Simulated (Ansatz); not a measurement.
The input (input.yaml):

```yaml
crystal:
  lattice:
    - [0.0, 5.43, 5.43]
    - [5.43, 0.0, 5.43]
    - [5.43, 5.43, 0.0]
  atoms:
    - { symbol: Si, position: [-0.02312984, -0.02195275, -0.00158803] }
    - { symbol: Si, position: [0.09627057, 0.09904048, 0.15239893] }
    - { symbol: Si, position: [-0.02287974, -0.02195889, 0.54685036] }
    - { symbol: Si, position: [0.1983674, 0.18786252, 0.55743023] }
    - { symbol: Si, position: [-0.01643709, 0.47327506, 0.02170151] }
    - { symbol: Si, position: [0.1077743, 0.61032756, 0.13370088] }
    - { symbol: Si, position: [-0.02726328, 0.53136229, 0.49815398] }
    - { symbol: Si, position: [0.10784861, 0.61040633, 0.64847079] }
    - { symbol: Si, position: [0.47035707, -0.01248095, 0.02117578] }
    - { symbol: Si, position: [0.60881049, 0.11639258, 0.12719529] }
    - { symbol: Si, position: [0.54736746, -0.02530724, 0.48921399] }
    - { symbol: Si, position: [0.60908454, 0.11640043, 0.64787205] }
    - { symbol: Si, position: [0.48099846, 0.48986735, 0.01770834] }
    - { symbol: Si, position: [0.60982366, 0.61350958, 0.13849328] }
    - { symbol: Si, position: [0.48110645, 0.48988541, 0.51176385] }
    - { symbol: Si, position: [0.60284147, 0.60827262, 0.64466837] }
    - { symbol: C, position: [1.04888166, 1.01282553, 0.71934779] }
magnetization:
  spin_polarized: true
basis:
  ecutwfc: 420.0
kpoints:
  mp_grid: { grid: [2, 2, 2] }
hamiltonian:
  xc: pbe
  pseudopotentials: { kind: paw, azcp: { folder: soft_1 } }
scf:
  occupations: { method: fermi_dirac, width: 0.05 }
  lower_state_search: "off"
md:
  timestep: 1
  n_steps: 80
  ensemble: nve
  temperature: 1800.0
  initial_velocities: maxwell_boltzmann
  seed: 926882
```

Run as:

```bash
$ ansatz run input.yaml --threads 1 --pin off --max-ram 3072MiB --backend cpu --events-out ev --progress --plain --runs-dir out
```

Hardware: 1 thread of Arm Neoverse V1, on a shared host.

Q: Roughly how long does this run take, and how much memory?

A: 18 min, with a peak of 0.63 GiB, for 81 ionic steps.
